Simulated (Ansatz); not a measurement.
**Fe: equation of state with PBEsol+D4**

Fe:

```
Fe
1.0
     2.43416    0.00000    0.00000
    -1.21708    2.10804    0.00000
     0.00000    0.00000    3.84193
Fe
2
Direct
  0.66667 0.33333 0.75000
  0.33333 0.66667 0.25000
```

This isn't the form of Fe at room conditions, which is bcc.

- Program: Ansatz 0.2.0
- Task: equation of state
- Functional: PBEsol
- Dispersion: D4
- Potentials or basis: Ansatz PAW
- Cutoff: 420 eV
- Density cutoff: 1680 eV
- k mesh: 12 × 12 × 7
- Occupations: fermi-dirac, width 0.05 eV
- Spin: collinear spin, ferromagnetic start
- Starting moments: [3.0, 3.0] μB

| Item | Value |
| --- | --- |
| Equilibrium volume | 9.71 Å³/atom |
| Bulk modulus at fixed shape and positions | 334 GPa |
| Pressure derivative of the bulk modulus | 4.6 |

Energy against volume, from the lowest point:
| volume (Å³/atom) | energy (meV/atom) |
| --- | --- |
| 9.266 | 22.73 |
| 9.463 | 6.56 |
| 9.660 | 0.00 |
| 9.857 | 2.03 |
| 10.054 | 11.73 |
| 10.251 | 28.26 |
| 10.448 | 50.89 |

All runs of the series together: 29 s on 2 threads of Arm Neoverse V2, with other jobs on the host.

Caveat: the cell was scaled at fixed shape and fractional positions, which overstates the stiffness of a crystal with free parameters, most of all of layers and chains.
